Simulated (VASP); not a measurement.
Set up this calculation in VASP 6.6.1, as the native input.

* Task: relaxation of the atoms
* Functional: PBEsol
* Potentials or basis: VASP PAW PBE potentials, release 64 (Ge_d)
* Cutoff: 600 eV
* k mesh: 10 × 10 × 10
* Occupations: gaussian, width 0.03 eV
* Spin: no spin polarisation
* Further INCAR settings: ALGO = Fast; EDIFF = 1e-07; IBRION = 2; EDIFFG = -0.01; NSW = 40

The structure of Ge lies in POSCAR:

```
Ge                                      
1.0
    0.0000000000      2.8926444446      2.8926444446
    2.8926444446      0.0000000000      2.8926444446
    2.8926444446      2.8926444446      0.0000000000
  Ge            
     2
Direct
     0.0000000000000000    0.0000000000000000    0.0000000000000000
     0.2500000000000000    0.2500000000000000    0.2500000000000000
```

The cell isn't the ideal one: a relaxed cell with its volume scaled by 1.06.

The input as run:

INCAR

```
SYSTEM = Ge
PREC     = Accurate       ! precision mode
ENCUT    = 600            ! plane-wave cutoff, eV
EDIFF    = 1E-7           ! SCF threshold, eV
ISMEAR   = 0              ! smearing method
SIGMA    = 0.03           ! smearing width, eV
LREAL    = .False.        ! projectors in reciprocal space
LASPH    = .True.         ! aspherical terms in the spheres
NELM     = 80             ! most SCF steps
ALGO     = Fast           ! electronic algorithm
ISIF     = 2              ! what is computed and relaxed
LWAVE    = .False.        ! write WAVECAR
LCHARG   = .False.        ! write CHGCAR
GGA      = PS             ! functional
IBRION   = 2              ! ionic algorithm
NSW      = 40             ! ionic steps
EDIFFG   = -0.01          ! ionic threshold
```

KPOINTS

```
regular mesh
0
Gamma
  10 10 10
  0 0 0
```

Potentials or basis: VASP PAW PBE potentials, release 64 (Ge_d).

The run is started by

```sh
$ cat potpaw_PBE.64/Ge_d/POTCAR > POTCAR
$ mpirun -np 1 vasp_std > vasp.out
```

It gave:

```json
{
  "Pressure after relaxing": "-3.4 GPa",
  "Band gap on the k mesh": "none (metal or under the smearing width)"
}
```

Caveat: the relaxation stopped at its first step, so nothing moved; the PAW data sets were made with another functional, which shifts forces and pressure a little.

Run time: 31 s on 1 thread of Intel(R) Xeon(R) 6975P-C (Granite Rapids), with other jobs on the host, peak memory 0.21 GiB.
